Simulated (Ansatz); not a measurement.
A plane-wave DFT run in Ansatz 0.2.0 (scalar-relativistic PAW potentials unless the input names others): input and command.

```yaml
crystal:
  lattice:
    - [-1.65128, 1.65128, -1.65128]
    - [-3.30256, -3.30256, 0.0]
    - [-2.0595282905, 5.3620882905, 9.0728965809]
  atoms:
    - { symbol: Ta, position: [0.7120053234, 0.5680079851, 0.0645659702] }
    - { symbol: Ta, position: [-0.0296532933, -0.04447994, 0.8395901201] }
    - { symbol: Ta, position: [0.1314524512, 0.6971786768, 0.3229073535] }
    - { symbol: Ta, position: [0.4217288873, 0.1325933309, 0.1937366619] }
    - { symbol: Ta, position: [0.5508995789, 0.8263493684, 0.5812487368] }
    - { symbol: Ta, position: [0.841176015, 0.2617640226, 0.4520780451] }
    - { symbol: Ta, position: [0.2606231428, 0.3909347142, 0.7104194284] }
basis:
  ecutwfc: "80 eV"
kpoints:
  mp_grid: { grid: [16, 10, 5] }
hamiltonian:
  xc: pbe
scf:
  occupations: { method: gaussian, width: 0.15 }
  max_iter: 75
output:
  forces: true
  eigenvalues: true
  stress: true
```

```bash
ansatz run input.yaml --threads 2 --pin off --max-ram 5120MiB --backend cpu --events-out ev --progress --plain --runs-dir out
```

Abridged log:
```
Warning: crystal.symmetry: narrowed to the stabiliser of the k-point mesh — unitary ops 4 → 2; excluded 2 operations that carry a point of the 16×10×5 mesh (shift [0, 0, 0]) off the mesh (the run samples exactly the mesh kpoints.mp_grid names, as under crystal.symmetry.detect: false, and its converged state has the mesh's symmetry, not the crystal's; ε∞, the Born charges and the force constants of a linear response (`dielectric:` by the response, `phonons.method: dfpt`) are averaged over those of the crystal's operations that the state keeps within a tolerance, where `mesh_tensors`, `unaverage ...
Basis set: ecut = 80 eV, 213 PW (Γ), exchange–correlation on 18×30×64 points (8 copies of the dense FFT grid, shifted against one another)
Bands: 55, of which v1, the nominal top of the filled ones, is band 46 counted from 1 (45 counted from 0)
Symmetry: 2 space group operations
k-points: 402 of 800
SCF iter   1: F=—  HF=-69061.588968 eV  |F-HF|=—  |Δ(HF+E_count)|=         —  Δρ=3.92e-1  dr2=1.89e2  ethr=1.77e-3  ⟨swp⟩=4.3  Hψ=82870  notcnv=0
SCF iter   2: F=—  HF=-68988.789964 eV  |F-HF|=—  |Δ(HF+E_count)|=    7.28e1  Δρ=2.52e-1  dr2=8.19e1  ethr=1.77e-3  ⟨swp⟩=2.2  Hψ=47015  notcnv=0  defer=1002
SCF iter   3: F=—  HF=-68934.351267 eV  |F-HF|=—  |Δ(HF+E_count)|=    5.44e1  Δρ=1.79e-2  dr2=4.36e-1  ethr=1.77e-3  ⟨swp⟩=4.2  Hψ=54370  notcnv=0  defer=1011
SCF iter   4: F=—  HF=-68934.146014 eV  |F-HF|=—  |Δ(HF+E_count)|=   2.05e-1  Δρ=2.44e-3  dr2=2.47e-2  ethr=4.79e-4  ⟨swp⟩=2.2  Hψ=34722  notcnv=0  defer=951
SCF iter   5: F=—  HF=-68934.145305 eV  |F-HF|=—  |Δ(HF+E_count)|=   7.09e-4  Δρ=7.89e-4  dr2=7.83e-4  ethr=2.71e-5  ⟨swp⟩=1.5  Hψ=21924  notcnv=0  defer=949
SCF iter   6: F=—  HF=-68934.145244 eV  |F-HF|=—  |Δ(HF+E_count)|=   6.10e-5  Δρ=2.15e-4  dr2=3.17e-4  ethr=8.61e-7  ⟨swp⟩=2.0  Hψ=26986  notcnv=0  defer=949
SCF iter   7: F=—  HF=-68934.145228 eV  |F-HF|=—  |Δ(HF+E_count)|=   1.66e-5  Δρ=6.11e-5  dr2=2.02e-5  ethr=3.49e-7  ⟨swp⟩=1.8  Hψ=22732  notcnv=0  defer=949
SCF iter   8: F=—  HF=-68934.147711 eV  |F-HF|=—  |Δ(HF+E_count)|=   2.48e-3  Δρ=4.51e-5  dr2=3.65e-6  ethr=2.22e-8  ⟨swp⟩=2.4  Hψ=38567  notcnv=0  defer=949
SCF iter   9: F=—  HF=-68934.147711 eV  |F-HF|=—  |Δ(HF+E_count)|=   2.45e-7  Δρ=2.09e-5  dr2=5.29e-7  ethr=4.01e-9  ⟨swp⟩=1.6  Hψ=21938  notcnv=0  defer=949
SCF iter  10: F=-68934.147711 eV  HF=-68934.147711 eV  |F-HF|=1.91e-8  |Δ(HF+E_count)|=   3.49e-8  Δρ=4.98e-6  dr2=3.90e-8  ethr=1.10e-10  ⟨swp⟩=10.9  Hψ=84331  notcnv=0
SCF 1 converged in 10 iterations: F = -68934.147711 eV  dr2 = 3.90e-8
SCF converged after 10 iterations
Free energy (F): -68934.147711 eV
Harris-Foulkes:  -68934.147711 eV  (|F-HF|=1.91e-8)
Internal energy: -68934.061466 eV  (E = F + TS)
E sigma→0 (E₀):  -68934.104588 eV
Entropy (-TS):   -0.086245 eV (-12.321 meV/atom)
Fermi energy:    19.349361 eV
--- Forces (eV/Å), atoms counted from 1 ---
  atom   1  Ta     2.94132629    -2.95079983    -4.68616032
  atom   2  Ta    -2.94132629     2.95079983     4.68616032
  atom   3  Ta    -0.24310524     0.23545227     0.12805512
  atom   4  Ta     1.34624741    -1.33336736    -2.66314166
  atom   5  Ta     0.24310524    -0.23545227    -0.12805512
  atom   6  Ta     0.00000000     0.00000000     0.00000000
  atom   7  Ta    -1.34624741     1.33336736     2.66314166
--- Stress (GPa, compression-positive) ---
        6.421361       2.360033       5.576598
        2.360033       5.838354      -5.247464
        5.576597      -5.247463       0.084241
  P = ⅓ Tr σ = 4.1147 GPa (41.147 kbar)
```

Problem. Find the fault.

Solution. The fault is a cutoff far too low (basis.ecutwfc: 420 → "80 eV", the first being the value of the sound run). Setting it back cures it. The log, from which this was withheld above, says: «Warning: basis.ecutwfc = 80 eV is below the records' recommended 420 eV, and the density's cutoff is lower with it unless basis.ecutrho_ratio is high enough to keep the records' density cutoff: compare with a run at a higher cutoff» The run converged all the same, with an energy at zero smearing 84.2 eV/atom above the reference's, pressure 4.11 GPa, largest force 6.270 eV/Å, no gap on the mesh, so convergence alone doesn't show that an input is right. A reference run from the same start on usual settings converged with pressure -6.03 GPa, largest force 1.546 eV/Å, no gap on the mesh.

Time: 12 s on 2 threads of Arm Neoverse V2, on a shared host, peak memory 0.57 GiB.